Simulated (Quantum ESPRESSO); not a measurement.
**Sc under changes of volume**

One of the cells (24.353 Å³/atom); the others are scaled copies at fixed shape and fractional positions:

```
CELL_PARAMETERS angstrom
3.20196 0.00000 0.00000
1.50211 2.84414 0.00000
1.54899 0.92645 2.67418
ATOMIC_POSITIONS crystal
Sc 0.00000 0.00000 0.00000
```

This isn't the form of Sc at room conditions, which is hcp.

- Program: Quantum ESPRESSO 7.5
- Functional: PBE
- Potentials or basis: SSSP 1.3 efficiency PBE
- Cutoff: 816 eV
- Density cutoff: 3265 eV
- k mesh: 10 × 10 × 10
- Occupations: fermi-dirac, width 0.05 eV
- Spin: no spin polarisation

```csv
volume (Å³/atom),energy over the lowest point (meV/atom),pressure (GPa)
22.892,?,?
23.379,11.90,3.1
23.866,4.56,1.9
24.353,0.69,0.8
24.840,0.00,-0.2
25.327,2.26,-1.2
25.815,7.25,-2.0
```

Task: What does the run at 22.892 Å³/atom give?

Result: Energy over the lowest point 23.03 meV/atom; pressure 4.4 GPa.

Worked out: A Birch-Murnaghan fit of order 3 (a polynomial in V^(-2/3)) to the other rows has its minimum at 24.70 Å³/atom with B0 = V·E''(V) = 50 GPa and B' = 3.1 at fixed shape and positions, which overstates the stiffness. It gives 22.99 meV/atom at 22.892 Å³/atom, against the run's 23.03, and -dE/dV = 4.3 GPa, against 4.4.

Energies are extrapolated to zero smearing.
